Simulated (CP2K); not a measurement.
## HgTe (Coloradoite) under changes of volume

One of the cells (33.215 Å³/atom); the others are scaled copies at fixed shape and fractional positions:

```
Hg Te
1.0
     4.54599    0.00000    0.00000
     2.27299    3.93694    0.00000
     2.27299    1.31231    3.71178
Hg Te
1 1
Direct
  0.00000 0.00000 0.00000
  0.75000 0.75000 0.75000
```

| Property | Result |
| --- | --- |
| Program | CP2K 2026.2 |
| Functional | LDA |
| Potentials or basis | GTH_POTENTIALS Hg GTH-PADE-q12, Te GTH-PADE-q6; TZVP-MOLOPT-PBE-GTH basis |
| Density cutoff | 6123 eV |
| k mesh | 7 × 7 × 7 |
| Occupations | fermi-dirac, width 0.0259 eV |
| Spin | no spin polarisation |

```csv
volume (Å³/atom),energy over the lowest point (meV/atom),pressure (GPa)
31.223,?,?
31.887,18.02,3.2
32.551,7.39,2.0
33.215,1.57,0.9
33.880,0.00,-0.1
34.544,2.18,-0.9
35.208,7.71,-1.7
```

Q: What does the run at 31.223 Å³/atom give?

A: Energy over the lowest point 34.04 meV/atom; pressure 4.6 GPa.

Worked out: A Birch-Murnaghan fit of order 3 (a polynomial in V^(-2/3)) to the other rows has its minimum at 33.81 Å³/atom with B0 = V·E''(V) = 47 GPa and B' = 5.2. It gives 34.07 meV/atom at 31.223 Å³/atom, against the run's 34.04, and -dE/dV = 4.6 GPa, against 4.6.

Energies are extrapolated to zero smearing.

Caveats: the basis of atomic orbitals isn't converged, which shifts pressures, moduli and gaps.
